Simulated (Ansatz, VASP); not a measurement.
Two plane-wave programs on Ge

```
CELL_PARAMETERS angstrom
3.96206 0.00000 0.00000
-1.98103 3.43125 0.00000
0.00000 0.00000 6.52522
ATOMIC_POSITIONS crystal
Ge 0.66667 0.33333 0.06278
Ge 0.33333 0.66667 0.56278
Ge 0.66667 0.33333 0.43722
Ge 0.33333 0.66667 0.93722
```

Alike in both runs: functional LDA; k mesh 8 × 8 × 4; occupations fermi-dirac, width 0.1 eV; no spin polarisation.

Ansatz relaxed the structure, and its values are those at the end. VASP's run is a single point on that final structure, the one shown.

|  | VASP | Ansatz |
| --- | --- | --- |
| version | VASP 6.6.1 | Ansatz 0.2.0 |
| potentials or method | VASP PAW LDA potentials, release 64 (Ge_d) | plane waves, PAW |
| plane-wave cutoff (eV) | 520 | 550 |
| valence electrons in the cell | 56 | 56 |

VASP gave:

- pressure (GPa): 0.2

What did Ansatz give for the same quantities?

Pressure (GPa): 0.0.

Ansatz warned: «stress_scf_threshold_loose».
